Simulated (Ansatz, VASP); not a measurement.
## One calculation of Te2Mo, two programs

```
Mo Te
1.0
     0.00000    3.31483    3.31483
     3.31483    0.00000    3.31483
     3.31483    3.31483    0.00000
Mo Te
1 2
Cartesian
  0.0000 0.0000 0.0000
  1.6574 1.6574 1.6574
  4.9722 4.9722 4.9722
```

The cell was built by a generator and needn't be a form met in nature.

Alike in both runs: task single point; functional PBE; k mesh 4 × 4 × 4; occupations fermi-dirac, width 0.02 eV; no spin polarisation.

|  | VASP | Ansatz |
| --- | --- | --- |
| version | VASP 6.6.1 | Ansatz 0.2.0 |
| potentials or method | VASP PAW PBE potentials, release 64 (Mo_sv, Te) | plane waves, PAW |
| plane-wave cutoff (eV) | 520 | 420 |
| valence electrons in the cell | 26 | 46 |

|  | VASP | Ansatz | Ansatz less VASP |
| --- | --- | --- | --- |
| pressure (GPa) | 1.8 | 1.9 | +0.03 |

The two sets of potentials don't hold the same shells in valence.

Caveats: the k mesh is coarse (spacing up to 0.41 Å⁻¹), so the values aren't converged. The runs have no spin-orbit coupling, so splittings on Te are missing.
